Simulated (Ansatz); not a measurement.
# How well defined is a computed U? EuO by linear response

```yaml
crystal:
  lattice:
    - [0.00000, 2.57195, 2.57195]
    - [2.57195, 0.00000, 2.57195]
    - [2.57195, 2.57195, 0.00000]
  atoms:
    - { symbol: Eu, position: [0.50000, 0.50000, 0.50000] }
    - { symbol: O, position: [0.00000, 0.00000, 0.00000] }
```

Ansatz 0.2.0, plane waves and PAW, scalar-relativistic (no spin–orbit coupling), 8×8×8 or 9×9×9 k-mesh, space group Fm-3m; spin: collinear, parallel start. U acts on the Eu 4f shell and is computed by perturbation theory on the q mesh given, once.

(1) Which U does each protocol give?

## Answers

(1) 
```csv
k-mesh,functional,mode,start,q mesh,projectors,cutoff (eV),U (eV),occupation in the last response cycle,gap with U,largest moment with U (μB)
8×8×8,PBE,one shot,U = 0,2×2×2,all electron orthogonalised atomic,420,Eu 4f: 7.30,6.80,0.66 eV,6.76
9×9×9,PBE,one shot,U = 0,3×3×3,all electron orthogonalised atomic,420,Eu 4f: 7.42,6.80,0.77 eV,6.76
8×8×8,PBEsol,one shot,Eu 6 eV,2×2×2,all electron orthogonalised atomic,420,Eu 4f: 9.88,6.96,1.11 eV,6.77
8×8×8,PBE,one shot,U = 0,2×2×2,orthogonalised atomic,420,Eu 4f: 8.26,6.79,0.80 eV,6.78
```

With all else alike, changing the projectors from all electron orthogonalised atomic to orthogonalised atomic moves U by +0.96 eV. The values for Eu 4f spread over 2.6 eV, so a U holds for its own projectors and protocol alone. Of 5 runs of this kind 1 is left out: 1 is in doubt (a U out of range, a response too weak to invert, a state that may not be the lowest or a known fault).

Caveats: a nearly full, half-full or empty shell responds weakly, so its U is sensitive; near a full or half-full shell U depends strongly on the state from which it is measured; only parallel moments were run, and the real order may differ; state of the open shells carried from another run; the q mesh was changed only together with the k-mesh, which moved U by 0.12 eV.
